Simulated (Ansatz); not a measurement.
The system is MoS2.

```
Mo S
1.0
     3.16900    0.00000    0.00000
    -1.58450    2.74443    0.00000
     0.00000    0.00000   12.32400
Mo S
2 4
Direct
  0.66667 0.33333 0.75000
  0.33333 0.66667 0.25000
  0.66667 0.33333 0.37700
  0.33333 0.66667 0.87700
  0.66667 0.33333 0.12300
  0.33333 0.66667 0.62300
```

Base run:

| Property | Result |
| --- | --- |
| Program | Ansatz 0.2.0 |
| Functional | PBEsol |
| Potentials or basis | Ansatz PAW |
| Cutoff | 420 eV (not typed: the program's choice for these potentials) |
| k mesh | 10 × 10 × 3 |
| Occupations | fermi-dirac, width 0.05 eV |
| Spin | no spin polarisation |
| Hubbard terms | Mo d U = 2 eV |

Its results: band gap on the k mesh 0.92 eV, indirect (least direct gap 1.80 eV); pressure -3.0 GPa; largest force 0.319 eV/Å.

After a change of settings the same cell gave: band gap on the k mesh 0.84 eV, indirect (least direct gap 0.99 eV); pressure -1.4 GPa; largest force 0.368 eV/Å. Which change was it?
A. hubbard terms from Mo d U = 2 eV to none; hubbard projectors from ortho-atomic (the default) to none
B. hubbard terms from Mo d U = 2 eV to Mo d U = 8 eV
C. hubbard terms from Mo d U = 2 eV to Mo d U = 6 eV

B.

Caveats: odd divisions of the mesh miss points on the zone boundary, where band edges often lie, so the gap on the mesh can be too wide; this functional lacks dispersion, which binds the layers, so the pressure and a relaxed spacing across them are unreliable; the PAW data sets come from PBE, with cores solved anew for the run's functional, which leaves a small shift of forces and pressure.
